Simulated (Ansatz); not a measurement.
# CdSe: the cost of one run

Method: DFT PBE, scalar-relativistic, plane waves, PAW, in Ansatz 0.2.0.

The COD entry's cell or inner coordinates are ideal or old and differ from later refinements, so a difference from it is no clean test against experiment.

3 further runs of the same task are left out: 1 that didn't finish, 2 set aside as unsound or not needed. Runs told in other sessions of the task aren't counted.

## Step 1: The system as given

Symmetry: P6_3mc, No. 186, hexagonal system. Conventional cell: a = 4.383 Å, b = 4.383 Å, c = 7.154 Å, α = 90.00°, β = 90.00°, γ = 120.00°. Cd (site symmetry 3m) has 4 Se at 2.68 to 2.69 Å in its first shell of neighbours. Around Se (site symmetry 3m) lie 4 Cd at 2.68 to 2.69 Å.

Coordinates:

```xyz
4
Lattice="4.3833 0.0000 0.0000 -2.1917 3.7961 0.0000 0.0000 0.0000 7.1544" Properties=species:S:1:pos:R:3 pbc="T T T"
Cd    2.1917    1.2654   -0.0028
Cd    0.0000    2.5307    3.5744
Se    2.1917    1.2654    2.6857
Se    0.0000    2.5307    6.2629
```

This cell comes from an earlier session at PBE: 29.762 Å³/atom at -0.01 GPa, on a 10×10×6 mesh.

Volume factors to run: 0.980, 1.020, 0.960, 1.040.

## Step 2: Volume × 0.980

Input file input.yaml:

```yaml
crystal:
  lattice:
    - [4.3539300406, 0.0, 0.0]
    - [-2.1769650203, 3.7706140215, 0.0]
    - [0.0, 0.0, 7.1064009996]
  atoms:
    - { symbol: Cd, position: [0.6666666667, 0.3333333333, -0.0003929495] }
    - { symbol: Cd, position: [0.3333333333, 0.6666666667, 0.4996070505] }
    - { symbol: Se, position: [0.6666666667, 0.3333333333, 0.3753929495] }
    - { symbol: Se, position: [0.3333333333, 0.6666666667, 0.8753929495] }
basis:
  ecutwfc: 420
  ecutrho_ratio: 4
kpoints:
  mp_grid: { grid: [10, 10, 6] }
hamiltonian:
  xc: pbe
scf:
  occupations: { method: gaussian, width: 0.05 }
output:
  forces: true
  stress: true
  eigenvalues: true
relax:
  f_tol: 0.01
  max_steps: 40
  cell: { stress_tol: 0.1, fix: [volume] }
```

On the command line:

```console
ansatz run input.yaml --threads 4 --pin off --max-ram 7168MiB --backend cpu --events-out ev --progress --plain --runs-dir out
```

What time and memory should one allow on 4 threads of Arm Neoverse V2, shared host?

About 12 s, with a peak of 0.55 GiB.
